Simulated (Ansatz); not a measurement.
BaTe (wurtzite) (no longer in that coordination), relaxed with r2SCAN in Ansatz. The symmetry is P6_3/mmc (No. 194, hexagonal); a = 5.972 Å, c = 7.004 Å in the conventional setting, 54.08 Å³ an atom. Ba has 5 Te at 3.45–3.50 Å; Te has 5 Ba at 3.45–3.50 Å. The cell started from the wurtzite prototype, but the relaxation took it to the higher symmetry P6_3/mmc (No. 194), so the name no longer describes it.

The axes x, y and z are those of this cell:
```
Ba Te
1.0
     5.97218    0.00000    0.00000
    -2.98609    5.17206    0.00000
     0.00000    0.00000    7.00369
Ba Te
2 2
Direct
  0.33333 0.66667 0.93750
  0.66667 0.33333 0.43750
  0.33333 0.66667 0.43750
  0.66667 0.33333 0.93750
```

Unstrained: With PBE the valence top lies at Γ and the conduction bottom at K, 1.962 eV higher; the smallest vertical gap, at K, is 2.214 eV. With r2SCAN the valence top lies at Γ and the conduction bottom at K, 2.308 eV higher; the smallest vertical gap, at K, is 2.567 eV. Meshes: PBE 6×6×4, r2SCAN 6×6×4. Strains are changes of length per length. After each strain the atoms were relaxed again with r2SCAN within the symmetry that the strain leaves, so tilts or polar shifts that break it weren't tested; points keep the names that they have in the unstrained zone. Values at 0 K without nuclear motion; spin polarisation is off, and the phase may be a hypothetical one.

(1) Apply uniaxial +2.5 % along z, other directions held. How far does the gap move, against the unstrained cell?

(2) Estimate what epitaxial +3.0 % in the xy plane, free normal strain -0.73 % does to the gap.

Answers

(1) PBE: the gap goes from 1.962 to 2.026 eV (+0.064 eV). r2SCAN: the gap goes from 2.308 to 2.370 eV (+0.062 eV). The r2SCAN energy rises by 6.2 meV an atom.

(2) PBE: the gap goes from 1.962 to 1.995 eV (+0.033 eV). r2SCAN: the gap goes from 2.308 to 2.346 eV (+0.038 eV). The r2SCAN energy rises by 15.4 meV an atom.

No spin-orbit coupling is included; it can move band edges with weight on the heavy atoms by tenths of an eV.
